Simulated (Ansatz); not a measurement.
Structure search for In3Ga2P5

Computed with Ansatz, DFT PBE, scalar-relativistic, plane waves, PAW. Settings: cutoff 420 eV, Γ-centred meshes spaced at most about 0.3 Å⁻¹, and about 0.25 Å⁻¹ or finer for metals (2π included), Gaussian smearing. No spin polarisation.

Energies over the elements count from the elements' standard structures at the same level, with no fitted energy shifts. The references include black phosphorus.

Temperature and zero-point effects are left out. The comparison covers the computed candidates alone. The k mesh leaves some 4 meV/atom of noise in the energy of each metallic cell. The reference form of P is held partly by dispersion forces, which this level lacks.

Invented guesses were relaxed alike, and ends that match in structure were merged. ΔE counts from the first row. Coordination counts P atoms around Ga and In (those within 1.25 times the shortest such distance or 1.15 times the sum of covalent radii, 1.27 where that leaves under three). The ends were matched against large subsets of the Crystallography Open Database and the Materials Project, so a missing match doesn't prove that a structure is unreported.

```tsv
#	reached from	type and space group	atoms	Å³/atom	coordination	ΔE (meV/atom)	gap on mesh (eV)	in databases
1	In and Ga ordered on rock salt sites	R-3m (No. 166)	10	19.6	In 6, Ga 6	0	0.00	no match
2	In and Ga ordered on rock salt sites	R-3m (No. 166)	10	19.6	In 6, Ga 6	3	0.00	no match
3	In and Ga ordered on rock salt sites	I4/mmm (No. 139)	10	19.8	In 6, Ga 6	23	0.00	no match
```

The first two are tied within the noise. The first: Space group R-3m (No. 166), trigonal, a = 3.813 Å, c = 46.622 Å. In on a site of symmetry 3m has 6 P at 2.74–2.77 Å; around In on a site of symmetry -3m lie 6 P at 2.77 Å; Ga is surrounded by 6 P at 2.60–2.61 Å; around P on a site of symmetry 3m lie 3 Ga at 2.61 Å and 3 In at 2.77 Å; P on a second site of symmetry 3m has 3 Ga at 2.60 Å and 3 In at 2.77 Å; 1 more site not described. Its energy over the elements is +0.01 eV/atom. The formation energy is too near zero to say whether this cell lies below the elements. An observed structure of this formula, if there is one, may be missing.

```
In Ga P
1.0
     1.90669    1.10083   15.54066
    -1.90669    1.10083   15.54066
     0.00000   -2.20165   15.54066
In Ga P
3 2 5
Direct
  0.29837 0.29837 0.29837
  0.50000 0.50000 0.50000
  0.70163 0.70163 0.70163
  0.89916 0.89916 0.89916
  0.10083 0.10083 0.10083
  0.59574 0.59574 0.59574
  0.20264 0.20264 0.20264
  0.79736 0.79736 0.79736
  0.40426 0.40426 0.40426
  0.00000 0.00000 0.00000
```

The second: Space group R-3m (No. 166), trigonal, a = 3.828 Å, c = 46.338 Å. In on a site of symmetry 3m has 6 P at 2.74–2.78 Å; In on a site of symmetry -3m has 6 P at 2.74 Å; around Ga lie 6 P at 2.59–2.64 Å; around P on a site of symmetry 3m lie 6 In at 2.74 Å; 2 more sites not described. Counting P atoms around Ga and In, the first and the second both have In 6, Ga 6. Cells relaxed within their symmetry can be saddle points.
